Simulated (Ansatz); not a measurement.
CaO, h-MgO type, relaxed with r2SCAN. Space group P6_3/mmc (No. 194), hexagonal; conventional cell a = 3.981 Å, c = 4.770 Å, 16.37 Å³ an atom. Ca is surrounded by 5 O at 2.30–2.39 Å; O is surrounded by 5 Ca at 2.30–2.39 Å.

```
Ca O
1.0
     3.98103    0.00000    0.00000
    -1.99051    3.44767    0.00000
     0.00000    0.00000    4.77012
Ca O
2 2
Direct
  0.33333 0.66667 0.25000
  0.66667 0.33333 0.75000
  0.66667 0.33333 0.25000
  0.33333 0.66667 0.75000
```

5 runs of the PAW code Ansatz on this cell differ in the functional (and in the settings that go with it). Levels are in eV from each run's valence top; v1 is the last filled band, c1 the first empty one.

Run A, mean stress -5.1 GPa (compression positive):

| point | v4 | v3 | v2 | v1 | c1 | c2 |
| --- | --- | --- | --- | --- | --- | --- |
| Γ | -1.18 | -1.18 | -1.10 | 0.00 | 3.03 | 6.04 |
| M | -0.86 | -0.85 | -0.61 | -0.39 | 4.56 | 5.13 |
| K | -1.19 | -0.73 | -0.73 | -0.28 | 3.89 | 3.90 |
| A | -1.32 | -1.32 | -1.32 | -1.32 | 4.85 | 4.85 |
| L | -1.08 | -1.08 | -0.77 | -0.77 | 5.23 | 5.23 |
| H | -0.95 | -0.95 | -0.94 | -0.94 | 4.62 | 4.62 |

Run B, mean stress +0.1 GPa (compression positive):

| point | v4 | v3 | v2 | v1 | c1 | c2 |
| --- | --- | --- | --- | --- | --- | --- |
| Γ | -1.23 | -1.20 | -1.20 | 0.00 | 5.28 | 8.89 |
| M | -0.94 | -0.93 | -0.63 | -0.40 | 7.00 | 7.73 |
| K | -1.26 | -0.78 | -0.78 | -0.30 | 6.34 | 6.46 |
| A | -1.36 | -1.36 | -1.36 | -1.36 | 7.21 | 7.21 |
| L | -1.12 | -1.12 | -0.81 | -0.81 | 7.73 | 7.73 |
| H | -1.00 | -1.00 | -0.97 | -0.97 | 7.12 | 7.12 |

Run C, mean stress 0.0 GPa (compression positive):

| point | v4 | v3 | v2 | v1 | c1 | c2 |
| --- | --- | --- | --- | --- | --- | --- |
| Γ | -1.16 | -1.16 | -1.09 | 0.00 | 3.63 | 6.82 |
| M | -0.85 | -0.83 | -0.58 | -0.38 | 5.15 | 5.80 |
| K | -1.16 | -0.71 | -0.71 | -0.28 | 4.49 | 4.58 |
| A | -1.29 | -1.29 | -1.29 | -1.29 | 5.47 | 5.47 |
| L | -1.06 | -1.06 | -0.75 | -0.75 | 5.85 | 5.85 |
| H | -0.93 | -0.93 | -0.91 | -0.91 | 5.24 | 5.24 |

Run D, mean stress +1.8 GPa (compression positive):

| point | v4 | v3 | v2 | v1 | c1 | c2 |
| --- | --- | --- | --- | --- | --- | --- |
| Γ | -1.16 | -1.16 | -1.09 | 0.00 | 3.21 | 6.16 |
| M | -0.85 | -0.83 | -0.60 | -0.39 | 4.70 | 5.27 |
| K | -1.17 | -0.71 | -0.71 | -0.28 | 4.05 | 4.06 |
| A | -1.30 | -1.30 | -1.30 | -1.30 | 5.01 | 5.01 |
| L | -1.06 | -1.06 | -0.76 | -0.76 | 5.38 | 5.38 |
| H | -0.93 | -0.93 | -0.92 | -0.92 | 4.77 | 4.77 |

Run E, mean stress -0.8 GPa (compression positive):

| point | v4 | v3 | v2 | v1 | c1 | c2 |
| --- | --- | --- | --- | --- | --- | --- |
| Γ | -1.23 | -1.19 | -1.19 | 0.00 | 5.53 | 9.34 |
| M | -0.93 | -0.92 | -0.62 | -0.39 | 7.27 | 8.07 |
| K | -1.24 | -0.78 | -0.78 | -0.29 | 6.61 | 6.81 |
| A | -1.35 | -1.35 | -1.35 | -1.35 | 7.48 | 7.48 |
| L | -1.12 | -1.12 | -0.80 | -0.80 | 8.01 | 8.01 |
| H | -0.99 | -0.99 | -0.96 | -0.96 | 7.41 | 7.41 |

Task: Match the runs to LDA, PBE, r2SCAN, PBE0, r2SCAN0.

Result: A is LDA, B is PBE0, C is r2SCAN, D is PBE, E is r2SCAN0. In order of the gap: LDA 3.03, PBE 3.21, r2SCAN 3.63, PBE0 5.28, r2SCAN0 5.53 eV.

Simulation only: spin-unpolarised, and no claim that this is the phase found in nature.

The program warns that its thresholds are loose for a hybrid's stress.

The meshes of the hybrids are coarse, so their gaps aren't converged to the digits shown.
